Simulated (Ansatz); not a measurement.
**Pd under changes of volume**

One of the cells (14.750 Å³/atom); the others are scaled copies at fixed shape and fractional positions:

```xyz
1
Lattice="0.0000 1.9465 1.9465 1.9465 0.0000 1.9465 1.9465 1.9465 0.0000" Properties=species:S:1:pos:R:3 pbc="T T T"
Pd    0.0000    0.0000    0.0000
```

```yaml
Program: Ansatz 0.2.0
Functional: BHLYP
Potentials_or_basis: Ansatz PAW
Cutoff: "420 eV (not typed: the program's choice for these potentials)"
k_mesh: 6 × 6 × 6
Occupations: fermi-dirac, width 0.05 eV
Spin: no spin polarisation
```

```tsv
volume (Å³/atom)	energy over the lowest point (meV/atom)	pressure (GPa)
13.865	85.88	21.1
14.160	52.26	15.7
14.455	?	?
14.750	11.51	6.7
15.045	2.71	3.0
15.340	0.00	-0.3
15.635	3.17	-3.1
```

Task: What does the run at 14.455 Å³/atom give?

Result: Energy over the lowest point 27.53 meV/atom; pressure 10.9 GPa.

Worked out: A Birch-Murnaghan fit of order 3 (a polynomial in V^(-2/3)) to the other rows has its minimum at 15.32 Å³/atom with B0 = V·E''(V) = 161 GPa and B' = 5.3. It gives 27.82 meV/atom at 14.455 Å³/atom, against the run's 27.53, and -dE/dV = 10.9 GPa, against 10.9.

Energies are extrapolated to zero smearing.

Caveats: all runs use coarse meshes; the PAW data sets come from PBE, with cores solved anew for the run's functional, which leaves a small shift of forces and pressure; the thresholds are loose for stress.
